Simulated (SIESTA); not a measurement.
The system is SiNi3.

```xyz
4
Lattice="3.5420 0.0000 0.0000 0.0000 3.5420 0.0000 0.0000 0.0000 3.5420" Properties=species:S:1:pos:R:3 pbc="T T T"
Ni    1.7710    1.7710    0.0000
Ni    1.7710    0.0000    1.7710
Ni    0.0000    1.7710    1.7710
Si    0.0000    0.0000    0.0000
```

```yaml
Program: SIESTA 5.4.2
Task: single point
Functional: PBE
Potentials_or_basis: PseudoDojo 0.4 standard (PBE files)
Basis: DZP (energy shift 0.003 Ry; two zetas on semicore shells)
Grid_cutoff: 800 Ry
Energy_shift: 0.003 Ry
k_mesh: 8 × 8 × 8
Occupations: fermi-dirac, width 0.05 eV
Spin: collinear spin, ferromagnetic start
Starting_moments: "[1.0, 1.0, 1.0, 0.0] μB"
```

On this cell: pressure -5.6 GPa; largest force zero by symmetry; net moment 0.00 μB per cell; band gap on the k mesh none (metal or under the smearing width).

The same run follows on a disturbed copy (atoms moved at random, drawn with an rms of 0.05 Å):

```
CELL_PARAMETERS angstrom
3.54200 0.00000 0.00000
0.00000 3.54200 0.00000
0.00000 0.00000 3.54200
ATOMIC_POSITIONS crystal
Ni 0.48864 0.48383 0.99844
Ni 0.49304 0.99869 0.50543
Ni 0.01055 0.49736 0.48845
Si 0.99628 0.00640 0.00201
```

Task: What does the disturbed cell give?

Result: The energy (extrapolated to zero smearing) moves by +14.0 meV/atom; pressure -4.7 GPa; largest force 0.929 eV/Å; net moment 0.00 μB per cell; band gap on the k mesh none (metal or under the smearing width).

Forces on the atoms (eV/Å):
```
Ni   0.544  0.513 -0.043
Ni   0.460 -0.389 -0.180
Ni  -0.864  0.149  0.307
Si  -0.143 -0.273 -0.083
```

Stress tensor (GPa, compression positive):
```
-4.76  0.10 -0.20
 0.10 -4.72  0.32
-0.20  0.32 -4.63
```

Caveats: short orbitals over semicore shells can move pressures by several GPa; the basis of atomic orbitals isn't converged, which shifts pressures, moduli and gaps.
